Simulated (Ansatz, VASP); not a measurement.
# One calculation of B, two programs

```
CELL_PARAMETERS angstrom
-1.11758 1.11758 1.11758
1.11758 -1.11758 1.11758
1.11758 1.11758 -1.11758
ATOMIC_POSITIONS crystal
B 0.00000 0.00000 0.00000
```

Alike in both runs: task single point; functional PBEsol; k mesh 21 × 21 × 21; occupations fermi-dirac, width 0.1 eV; no spin polarisation.

```csv
,VASP,Ansatz
version,VASP 6.6.1,Ansatz 0.2.0
potentials or method,"VASP PAW PBE potentials, release 64 (B)","plane waves (420 eV) with PAW, scalar-relativistic"
plane-wave cutoff (eV),520,420
valence electrons in the cell,3,3
```

Ansatz gave:

```
pressure (GPa) : 23.4
```

**Question.** Which values does VASP return?

**Answer.** Pressure (GPa): 23.7.

The functional is the same, so the differences come from potentials, cutoffs and numerics. Ansatz warned: «pseudo_functional_mismatch».

Caveats: so large a pressure means that the cell lies far from this level's equilibrium, or that cutoff or potentials fall short (VASP); the potentials were made for another functional, which shifts forces and pressure (VASP).
